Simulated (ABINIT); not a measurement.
BP: single point with PBE

The system is BP.

```
CELL_PARAMETERS angstrom
0.00000 2.26900 2.26900
2.26900 0.00000 2.26900
2.26900 2.26900 0.00000
ATOMIC_POSITIONS crystal
P 0.75000 0.75000 0.75000
B 0.00000 0.00000 0.00000
```

| Item | Value |
| --- | --- |
| Program | ABINIT 10.8.3 (patched build) |
| Task | single point |
| Functional | PBE |
| Potentials or basis | SG15 NC PBE v1.2 |
| Cutoff | 599 eV |
| k mesh | 6 × 6 × 6 |
| Occupations | fixed |
| Spin | no spin polarisation |

```json
{
  "Pressure": "0.2 GPa",
  "Band gap on the k mesh": "1.37 eV, indirect (least direct gap 3.42 eV)",
  "Valence electrons inside the program's atomic spheres": "P 2.89; B 2.72"
}
```

Levels at points of the mesh, in eV from the valence-band top:
| k point | band 1 | band 2 | band 3 | band 4 | band 5 | band 6 |
| --- | --- | --- | --- | --- | --- | --- |
| (0.00, 0.00, 0.00) | -15.45 | 0.00 | 0.00 | 0.00 | 3.42 | 3.42 |
| (0.50, 0.00, 0.00) | -12.13 | -9.02 | -1.76 | -1.76 | 3.80 | 4.75 |
| (0.50, 0.50, 0.00) | -10.61 | -8.57 | -4.12 | -4.12 | 1.37 | 1.69 |

It took 1 s on 8 MPI ranks on Arm Neoverse V1, with other jobs on the host, peak memory 0.48 GiB a rank.

A k mesh can miss the band edges.
